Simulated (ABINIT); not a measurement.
## How the form of the self-energy moves the gap of BAs (F-43m)

Wanted: the gap of BAs (F-43m) under several approximations, with cost.

Program: ABINIT 10.8.3. Level of theory: PBE and many-body steps on it, plane waves. Results are calculated unless marked as measured.

**Experimental background.**

- Gap 4.12 eV: direct gap from square of absorption coefficient, average of two samples; spectroscopic ellipsometry; 300 K; bulk crystal (CVT-grown opaque bulk crystals) (“Optical properties of cubic boron arsenide”, 2019, arxiv:1911.04914).

- Gap 2.02 eV: indirect gap from square root of absorption coefficient, average of three samples; transmission and reflection spectroscopy; 300 K; bulk crystal (CVT-grown platelets about 10 um thick) (“Optical properties of cubic boron arsenide”, 2019, arxiv:1911.04914).

- Gap 1.82 eV: indirect gap from Tauc plot of optical absorption; UV-visible absorption, indirect Tauc plot; 300 K; bulk crystal (three thin as-grown single crystals with the same absorption edge) (“Photoluminescence mapping and time-domain thermo-photoluminescence for rapid imaging and measurement of thermal conductivity of boron arsenide”, 2019, arxiv:1910.07149).

## (1) Set-up

Symmetry: F-43m, No. 216, cubic system. The conventional cell has a = 4.777 Å, b = 4.777 Å, c = 4.777 Å, α = 90.00°, β = 90.00°, γ = 90.00°. Nearest to B lie 4 As at 2.07 Å. As has 4 B at 2.07 Å nearest. Farther neighbours are not listed.

As a file:

```cif
data_structure
_symmetry_space_group_name_H-M 'F-43m'
_symmetry_Int_Tables_number 216
_cell_length_a 4.7770
_cell_length_b 4.7770
_cell_length_c 4.7770
_cell_angle_alpha 90.000
_cell_angle_beta 90.000
_cell_angle_gamma 90.000
_cell_volume 109.01
loop_
_atom_site_label
_atom_site_type_symbol
_atom_site_symmetry_multiplicity
_atom_site_Wyckoff_symbol
_atom_site_fract_x
_atom_site_fract_y
_atom_site_fract_z
_atom_site_occupancy
B1 B 4 a 0.00000 0.00000 0.00000 1
As1 As 4 d 0.25000 0.25000 0.75000 1
```

The cell and positions come from the Crystallography Open Database and are kept as given unless a step says otherwise.

## (2) Empty states on the mesh, 6×6×6 mesh, 134 bands

This step: ABINIT 10.8.3; DFT, PBE, plane waves, norm-conserving pseudopotentials.

The sums over transitions need many empty states on a uniform mesh; this step solves for them.

The input, run.abi:

```
acell 3*1.0 Angstrom
rprim 
  -0.000000000000 2.388500000000 2.388500000000
  2.388500000000 -0.000000000000 2.388500000000
  2.388500000000 2.388500000000 -0.000000000000
ntypat 2
znucl 5 33
natom 2
typat 1 2
xred 
  0.000000000000 0.000000000000 0.000000000000
  0.250000000000 0.250000000000 0.250000000000
pp_dirpath "pseudos"
pseudos "B.upf, As.upf"
ecut 44
ngkpt 6 6 6
nshiftk 1
shiftk 0 0 0
kptopt 1
chksymbreak 0
irdden 1
istwfk *1
nband 134
prtvol 0
optdriver 6
gwr_task "HDIAGO"
paral_kgb 0
occopt 1
indata_prefix "in"
outdata_prefix "out"
tmpdata_prefix "tmp"
```

Command:

```console
> OMP_NUM_THREADS=1 mpirun -n 8 abinit run.abi > log
```

The program printed:

```text
.Version 10.8.3 of ABINIT. v10.8.2 released Aug 2026.

 Symmetries : space group F-4 3 m (#216); Bravais cF (face-center cubic)
[... echo of the input left out ...]
== DATASET  1 ==================================================================
-   mpi_nproc: 8, omp_nthreads: 1 (-1 if OMP is not activated)

--- !DatasetInfo
iteration_state: {dtset: 1, }
dimensions: {natom: 2, nkpt: 16, mband: 134, nsppol: 1, nspinor: 1, nspden: 1, mpw: 2637, }
cutoff_energies: {ecut:  44.0, pawecutdg:  -1.0, }
[...]
Indirect band gap semiconductor
 Fundamental gap:     1.293 (eV)
   VBM:     7.999 (eV) at k: [ 0.0000E+00,  0.0000E+00,  0.0000E+00]
   CBM:     9.292 (eV) at k: [ 3.3333E-01,  3.3333E-01,  0.0000E+00]
 Direct gap:         3.289 (eV) at k: [ 0.0000E+00,  0.0000E+00,  0.0000E+00]

== END DATASET(S) ==============================================================
================================================================================

 -outvars: echo values of variables after computation  --------
           etotal      0.0000000000E+00
            nband         134
             nkpt          16
          spgroup         216
 [... the other variables as echoed above ...]

 Calculation completed.
```

Run time: 64 s. Hardware: 8 MPI ranks of Arm Neoverse N1, shared host; peak memory 3.3 GiB.

This step gave:

```yaml
gap: 1.293 eV
k_of_the_valence_top: 0, 0, 0
k_of_the_conduction_bottom: 0.3333, 0.3333, 0
least_direct_gap: 3.289 eV
k_points_computed: 16
lowest_point_of_the_top_converged_band_above_the_valence_top: 134.0405 eV
```

On this mesh the gap is 1.293 eV.

The density comes from a self-consistent run that is not shown.

## (3) Screening, 6×6×6 mesh, 126 bands, screening to 228.6 eV

The RPA dielectric matrix is built and inverted for each q.

This step: RPA screening on PBE, plane waves, norm-conserving pseudopotentials.

Changes to run.abi since step 2:

```diff
@@ -20,10 +20,11 @@
 chksymbreak 0
-irdden 1
 istwfk *1
-nband 134
-prtvol 0
-optdriver 6
-gwr_task "HDIAGO"
-paral_kgb 0
 occopt 1
+irdwfk 1
+optdriver 3
+nband 126
+ecuteps 8.4
+inclvkb 2
+awtr 1
+symchi 1
 indata_prefix "in"
```

The program printed:

```text
.Version 10.8.3 of ABINIT. v10.8.2 released Aug 2026.

 Symmetries : space group F-4 3 m (#216); Bravais cF (face-center cubic)
[... echo of the input left out ...]
== DATASET  1 ==================================================================
-   mpi_nproc: 8, omp_nthreads: 1 (-1 if OMP is not activated)

--- !DatasetInfo
iteration_state: {dtset: 1, }
dimensions: {natom: 2, nkpt: 16, mband: 126, nsppol: 1, nspinor: 1, nspden: 1, mpw: 2637, }
cutoff_energies: {ecut:  44.0, pawecutdg:  -1.0, }
electrons: {nelect:   2.60000000E+01, charge:   0.00000000E+00, occopt:   1.00000000E+00, tsmear:   1.00000000E-02, }

 SCREENING: Calculation of the susceptibility and dielectric matrices

 Based on a program developped by R.W. Godby, V. Olevano, G. Onida, and L. Reining.
 Incorporated in ABINIT by V. Olevano, G.-M. Rignanese, and M. Torrent.
.Using double precision arithmetic ; gwpc =  8

[... cell and pseudopotentials left out ...]
--------------------------------------------------------------------------------

 ==== K-mesh for the wavefunctions ====
 Number of points in the irreducible wedge :    16
[... list of points left out ...]
 Together with 24 symmetry operations and time-reversal symmetry
 yields   216 points in the full Brillouin Zone.

 ==== Q-mesh for the screening function ====
 Number of points in the irreducible wedge :    16
[... list of points left out ...]
 Together with 24 symmetry operations and time-reversal symmetry
 yields   216 points in the full Brillouin Zone.

 setmesh: FFT mesh size selected  =    27x   27x   27
          total number of points  =        19683

 vcoul_init : cutoff-mode = AUXILIARY_FUNCTION
 q-points for optical limit:   1
     1)      0.000010    0.000020    0.000030

- screening: taking advantage of time-reversal symmetry
- Maximum band index for partially occupied states nbvw = 13
- Remaining bands to be divided among processors   nbcw = 113
- Number of bands treated by each node ~14

 Number of electrons calculated from density =   26.0000; Expected =   26.0000
 average of density, n =  0.141374
 r_s =    1.1908
 omega_plasma =   36.2695 [eV]

 calculating chi0 at frequencies [eV] :
  1    0.000000E+00    0.000000E+00
  2    0.000000E+00    3.626946E+01

--------------------------------------------------------------------------------
  q-point number  1        q = ( 0.000000, 0.000000, 0.000000) [r.l.u.]
--------------------------------------------------------------------------------
[... chi0 elements left out ...]
 For q-point:  0.000010 0.000020 0.000030
  dielectric constant =  10.5092
  dielectric constant without local fields =  11.5110

  Average fulfillment of the sum rule on Im[epsilon] for q-point    1 :     54.04  [%]
[... wings left out ...]
  q-point number  2        q = ( 0.166667, 0.000000, 0.000000) [r.l.u.]
--------------------------------------------------------------------------------
[... chi0 elements left out ...]
  Average fulfillment of the sum rule on Im[epsilon] for q-point    2 :     63.69  [%]

 [... 14 further q-points ...]
```

The job ended after 6.8 min (8 MPI ranks; peak memory 1.9 GiB).

Numbers from this step:

* ε∞ with local fields, on this mesh, along the program's q direction: 10.51
* the same without local fields: 11.51
* plasma frequency: 36.27 eV
* plane waves in the screening matrix: 181

Local fields lower ε∞ by 9 %.

## (4) G0W0, Godby-Needs plasmon pole

The self-energy is evaluated for the states that the input lists, and the levels follow from it, in one-shot runs by the linearised quasiparticle equation.

This step: G0W0 on PBE, plane waves, norm-conserving pseudopotentials.

Changes to run.abi since step 3:

```diff
@@ -23,8 +23,17 @@
 irdwfk 1
-optdriver 3
+optdriver 4
 nband 126
+gwcalctyp 0
+ecutsigx 44
+symsigma 1
+nkptgw 2
+kptgw 
+  0.0000000000 0.0000000000 0.0000000000
+  0.3333333333 0.3333333333 0.0000000000
+bdgw 
+  11 16
+  12 15
 ecuteps 8.4
-inclvkb 2
-awtr 1
-symchi 1
+irdscr 1
+ppmodel 1
 indata_prefix "in"
```

The program printed:

```text
.Version 10.8.3 of ABINIT. v10.8.2 released Aug 2026.

 Symmetries : space group F-4 3 m (#216); Bravais cF (face-center cubic)
[... echo of the input left out ...]
== DATASET  1 ==================================================================
-   mpi_nproc: 8, omp_nthreads: 1 (-1 if OMP is not activated)

--- !DatasetInfo
iteration_state: {dtset: 1, }
dimensions: {natom: 2, nkpt: 16, mband: 126, nsppol: 1, nspinor: 1, nspden: 1, mpw: 2637, }
cutoff_energies: {ecut:  44.0, pawecutdg:  -1.0, }
electrons: {nelect:   2.60000000E+01, charge:   0.00000000E+00, occopt:   1.00000000E+00, tsmear:   1.00000000E-02, }

 SIGMA: Calculation of the GW corrections

 Based on a program developped by R.W. Godby, V. Olevano, G. Onida, and L. Reining.
 Incorporated in ABINIT by V. Olevano, G.-M. Rignanese, and M. Torrent.
.Using double precision arithmetic ; gwpc =  8

[... cell and pseudopotentials left out ...]
--------------------------------------------------------------------------------

 ==== K-mesh for the wavefunctions ====
 Number of points in the irreducible wedge :    16
[... list of points left out ...]
 Together with 24 symmetry operations and time-reversal symmetry
 yields   216 points in the full Brillouin Zone.

 ==== Q-mesh for screening function ====
 Number of points in the irreducible wedge :    16
[... list of points left out ...]
 Together with 24 symmetry operations and time-reversal symmetry
 yields   216 points in the full Brillouin Zone.

 vcoul_init : cutoff-mode = AUXILIARY_FUNCTION
 q-points for optical limit:   1
     1)      0.000010    0.000020    0.000030
 setmesh: FFT mesh size selected  =    40x   40x   40
          total number of points  =        64000

 Number of electrons calculated from density =   26.0000; Expected =   26.0000
 average of density, n =  0.141374
 r_s =    1.1908
 omega_plasma =   36.2695 [eV]

 === KS Band Gaps ===
  >>>> For spin  1
   Minimum direct gap =   3.2894 [eV], located at k-point      :   0.0000  0.0000  0.0000
   Fundamental gap    =   1.2928 [eV], Top of valence bands at :   0.0000  0.0000  0.0000
                                       Bottom of conduction at :   0.3333  0.3333  0.0000
 SIGMA fundamental parameters:
 PLASMON POLE MODEL  1
 number of plane-waves for SigmaX                 2637
 number of plane-waves for SigmaC and W            181
 number of plane-waves for wavefunctions          2637
 number of bands                                   126
 number of independent spin polarizations            1
 number of spinorial components                      1
 number of k-points in IBZ                          16
 number of q-points in IBZ                          16
 number of symmetry operations                      24
 number of k-points in BZ                          216
 number of q-points in BZ                          216
 number of frequencies for dSigma/dE                 9
 frequency step for dSigma/dE [eV]                0.25
 number of omega for Sigma on real axis              0
 max omega for Sigma on real axis  [eV]           0.00
 zcut for avoiding poles [eV]                     0.10

 EPSILON^-1 parameters (SCR file):
 dimension of the eps^-1 matrix on file            181
 dimension of the eps^-1 matrix used               181
 number of plane-waves for wavefunctions          2637
 number of bands                                   126
 number of q-points in IBZ                          16
 number of frequencies                               2
 number of real frequencies                          1
 number of imag frequencies                          1

 matrix elements of self-energy operator (all in [eV])

 Perturbative Calculation

--- !SelfEnergy_ee
iteration_state: {dtset: 1, }
kpoint     : [   0.000,    0.000,    0.000, ]
spin       : 1
KS_gap     :    3.289
QP_gap     :    4.140
Delta_QP_KS:    0.850
data: !SigmaeeData |
     Band     E0 <VxcDFT>   SigX SigC(E0)      Z dSigC/dE  Sig(E)    E-E0       E
       11   7.999 -14.188 -15.543   0.638   0.807  -0.238 -14.767  -0.579   7.420
       12   7.999 -14.188 -15.543   0.638   0.807  -0.238 -14.767  -0.579   7.420
       13   7.999 -14.188 -15.543   0.638   0.807  -0.238 -14.767  -0.579   7.420
       14  11.288 -13.053  -8.369  -4.348   0.810  -0.234 -12.781   0.272  11.560
       15  11.288 -13.053  -8.369  -4.348   0.810  -0.234 -12.781   0.272  11.560
       16  11.288 -13.053  -8.369  -4.348   0.810  -0.234 -12.781   0.272  11.560

--- !SelfEnergy_ee
iteration_state: {dtset: 1, }
kpoint     : [   0.333,    0.333,    0.000, ]
spin       : 1
KS_gap     :    4.744
QP_gap     :    5.554
Delta_QP_KS:    0.810
data: !SigmaeeData |
     Band     E0 <VxcDFT>   SigX SigC(E0)      Z dSigC/dE  Sig(E)    E-E0       E
       12   4.547 -13.197 -16.027   1.843   0.797  -0.255 -13.983  -0.786   3.761
       13   4.547 -13.197 -16.027   1.843   0.797  -0.255 -13.983  -0.786   3.761
       14   9.292 -11.657  -7.564  -4.064   0.817  -0.224 -11.633   0.024   9.315
       15  11.154 -11.166  -6.440  -4.661   0.816  -0.225 -11.113   0.052  11.206

== END DATASET(S) ==============================================================
================================================================================

 -outvars: echo values of variables after computation  --------
           etotal      0.0000000000E+00
            nband         126
             nkpt          16
          spgroup         216
 [... the other variables as echoed above ...]

 Calculation completed.
```

The job ended after 21 s (8 MPI ranks; peak memory 1.6 GiB).

Numbers from this step:

* G0W0 gap on the points computed: 1.895 eV
* starting gap on the mesh: 1.293 eV
* k of the valence top: 0, 0, 0
* k of the conduction bottom: 0.3333, 0.3333, 0
* Z at the valence top: 0.807
* Z at the conduction bottom: 0.817
* least direct G0W0 gap on the computed points: 4.140 eV

The gap on the mesh goes from 1.29 eV to 1.89 eV, a correction of +0.60 eV.

## (5) G0W0, Hybertsen-Louie plasmon pole

Changes to run.abi since step 4:

```diff
@@ -37,3 +37,3 @@
 irdscr 1
-ppmodel 1
+ppmodel 2
 indata_prefix "in"
```

The program printed:

```text
.Version 10.8.3 of ABINIT. v10.8.2 released Aug 2026.

 Symmetries : space group F-4 3 m (#216); Bravais cF (face-center cubic)
[... echo of the input left out ...]
== DATASET  1 ==================================================================
-   mpi_nproc: 8, omp_nthreads: 1 (-1 if OMP is not activated)

--- !DatasetInfo
iteration_state: {dtset: 1, }
dimensions: {natom: 2, nkpt: 16, mband: 126, nsppol: 1, nspinor: 1, nspden: 1, mpw: 2637, }
cutoff_energies: {ecut:  44.0, pawecutdg:  -1.0, }
electrons: {nelect:   2.60000000E+01, charge:   0.00000000E+00, occopt:   1.00000000E+00, tsmear:   1.00000000E-02, }

 SIGMA: Calculation of the GW corrections

 Based on a program developped by R.W. Godby, V. Olevano, G. Onida, and L. Reining.
 Incorporated in ABINIT by V. Olevano, G.-M. Rignanese, and M. Torrent.
.Using double precision arithmetic ; gwpc =  8

[... cell and pseudopotentials left out ...]
--------------------------------------------------------------------------------

 ==== K-mesh for the wavefunctions ====
 Number of points in the irreducible wedge :    16
[... list of points left out ...]
 Together with 24 symmetry operations and time-reversal symmetry
 yields   216 points in the full Brillouin Zone.

 ==== Q-mesh for screening function ====
 Number of points in the irreducible wedge :    16
[... list of points left out ...]
 Together with 24 symmetry operations and time-reversal symmetry
 yields   216 points in the full Brillouin Zone.

 vcoul_init : cutoff-mode = AUXILIARY_FUNCTION
 q-points for optical limit:   1
     1)      0.000010    0.000020    0.000030
 setmesh: FFT mesh size selected  =    40x   40x   40
          total number of points  =        64000

 Number of electrons calculated from density =   26.0000; Expected =   26.0000
[...]
number of omega for Sigma on real axis              0
 max omega for Sigma on real axis  [eV]           0.00
 zcut for avoiding poles [eV]                     0.10

 EPSILON^-1 parameters (SCR file):
 dimension of the eps^-1 matrix on file            181
 dimension of the eps^-1 matrix used               181
 number of plane-waves for wavefunctions          2637
 number of bands                                   126
 number of q-points in IBZ                          16
 number of frequencies                               2
 number of real frequencies                          1
 number of imag frequencies                          1

 matrix elements of self-energy operator (all in [eV])

 Perturbative Calculation

--- !SelfEnergy_ee
iteration_state: {dtset: 1, }
kpoint     : [   0.000,    0.000,    0.000, ]
spin       : 1
KS_gap     :    3.289
QP_gap     :    4.342
Delta_QP_KS:    1.053
data: !SigmaeeData |
     Band     E0 <VxcDFT>   SigX SigC(E0)      Z dSigC/dE  Sig(E)    E-E0       E
       11   7.999 -14.188 -15.543  -0.072   0.870  -0.149 -15.430  -1.242   6.757
       12   7.999 -14.188 -15.543  -0.072   0.870  -0.149 -15.430  -1.242   6.757
       13   7.999 -14.188 -15.543  -0.072   0.870  -0.149 -15.430  -1.242   6.757
[...]
--- !SelfEnergy_ee
iteration_state: {dtset: 1, }
kpoint     : [   0.333,    0.333,    0.000, ]
spin       : 1
KS_gap     :    4.744
QP_gap     :    5.790
Delta_QP_KS:    1.045
data: !SigmaeeData |
     Band     E0 <VxcDFT>   SigX SigC(E0)      Z dSigC/dE  Sig(E)    E-E0       E
[...]
14   9.292 -11.657  -7.564  -4.603   0.875  -0.143 -12.104  -0.446   8.845
       15  11.154 -11.166  -6.440  -5.141   0.875  -0.142 -11.529  -0.364  10.790

== END DATASET(S) ==============================================================
================================================================================

 -outvars: echo values of variables after computation  --------
           etotal      0.0000000000E+00
            nband         126
             nkpt          16
          spgroup         216
 [... the other variables as echoed above ...]

 Calculation completed.
```

The job ended after 21 s (8 MPI ranks; peak memory 1.6 GiB; 2.8 min of CPU time).

Numbers from this step:

```yaml
g0w0_gap_on_the_points_computed: 2.088 eV
starting_gap_on_the_mesh: 1.293 eV
k_of_the_valence_top: 0, 0, 0
k_of_the_conduction_bottom: 0.3333, 0.3333, 0
z_at_the_valence_top: 0.87
z_at_the_conduction_bottom: 0.875
least_direct_g0w0_gap_on_the_computed_points: 4.342 eV
```

Against G0W0 in ABINIT (6×6×6 mesh, 126 bands, screening to 228.6 eV, Godby-Needs plasmon pole), the gap moves by +0.193 eV.

## (6) G0W0, von der Linden-Horsch plasmon pole

Changes to run.abi since step 5:

```diff
@@ -37,3 +37,3 @@
 irdscr 1
-ppmodel 2
+ppmodel 3
 indata_prefix "in"
```

The program printed:

```text
.Version 10.8.3 of ABINIT. v10.8.2 released Aug 2026.

 Symmetries : space group F-4 3 m (#216); Bravais cF (face-center cubic)
[... echo of the input left out ...]
== DATASET  1 ==================================================================
-   mpi_nproc: 8, omp_nthreads: 1 (-1 if OMP is not activated)

--- !DatasetInfo
iteration_state: {dtset: 1, }
dimensions: {natom: 2, nkpt: 16, mband: 126, nsppol: 1, nspinor: 1, nspden: 1, mpw: 2637, }
cutoff_energies: {ecut:  44.0, pawecutdg:  -1.0, }
[...]
Band     E0 <VxcDFT>   SigX SigC(E0)      Z dSigC/dE  Sig(E)    E-E0       E
[...]
14   9.292 -11.657  -7.564  -4.744   0.882  -0.134 -12.231  -0.574   8.718
       15  11.154 -11.166  -6.440  -5.303   0.883  -0.132 -11.675  -0.510  10.644

== END DATASET(S) ==============================================================
================================================================================

 -outvars: echo values of variables after computation  --------
           etotal      0.0000000000E+00
            nband         126
             nkpt          16
          spgroup         216
 [... the other variables as echoed above ...]

 Calculation completed.
```

It took 13 s on 8 MPI ranks; peak memory 1.5 GiB; 1.7 min of CPU time.

Numbers from this step:

```yaml
g0w0_gap_on_the_points_computed: 1.992 eV
starting_gap_on_the_mesh: 1.293 eV
k_of_the_valence_top: 0, 0, 0
k_of_the_conduction_bottom: 0.3333, 0.3333, 0
least_direct_g0w0_gap_on_the_computed_points: 4.289 eV
```

Against G0W0 in ABINIT (6×6×6 mesh, 126 bands, screening to 228.6 eV, Godby-Needs plasmon pole), the gap moves by +0.097 eV.

(Part 1 of 2 ends here.)

[Paths, hosts, dates, memory and timing lines, banners, echoed tables and standing remarks are left out of the program output.]

[Logs are printed without paths, hosts, clocks, repeated set-up lines and the standing remarks that a program may print on its own settings, such as how far it seeks lower states.]

[Runs of the session that timed out or met a known fault of the program may be left out.]

[Hosts, paths, dates, database ids (printed as entryN), source tags and the programs' standing remarks are cut or masked in the printed files.]

[G0W0 gaps are taken among the corrected bands and points alone; a level outside them can change the order at an edge.]

[Where Ansatz stands beside ABINIT at settings called matched, ABINIT's density can come from a denser mesh and the files from another edition; pairs whose starting gaps differed by over 0.03 eV were left out, so agreement reads better than it is.]
